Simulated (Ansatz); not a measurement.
## HfN in Ansatz: the effect of Hubbard term

Crystal: HfN.

```
Hf N
1.0
     0.00000    2.45482    2.45482
     2.45482    0.00000    2.45482
     2.45482    2.45482    0.00000
Hf N
1 1
Direct
  0.00000 0.00000 0.00000
  0.25000 0.25000 0.25000
```

The cell comes from a database or a generator and needn't be the stable form of this composition.

Alike in all runs:

| Property | Result |
| --- | --- |
| Program | Ansatz 0.2.0 |
| Task | band structure |
| Functional | PBEsol |
| Potentials or basis | Ansatz PAW |
| Cutoff | 420 eV (not typed: the program's choice for these potentials) |
| k mesh | 9 × 9 × 9 |
| Occupations | fermi-dirac, width 0.05 eV |
| Spin | no spin polarisation |
| Path | [["G", "X", "W", "K", "G", "L", "U", "W", "L", "K"], ["U", "X"]] |
| Points for each segment of the path | 14 |
| Hubbard projectors | ortho-atomic (the default) |
| Double counting | fll (the default) |

```csv
Hubbard term,pressure (GPa)
none,-5.0
Hf d U = 1 eV,-3.7
Hf d U = 2 eV,-2.3
Hf d U = 3 eV,-0.8
Hf d U = 4 eV,0.6
Hf d U = 5 eV,2.1
Hf d U = 6 eV,?
Hf d U = 8 eV,7.5
```

Task: What does the run with Hubbard term Hf d U = 6 eV give?

Result: Pressure 3.8 GPa.

Worked out: A parabola through the other rows of the pressure, of slope 1.71 GPa per eV there, gives 3.9 GPa, against the run's 3.8.

Caveats: the PAW data sets come from PBE, with cores solved anew for the run's functional, which leaves a small shift of forces and pressure; U without spin polarisation on a metal has little footing (some runs).
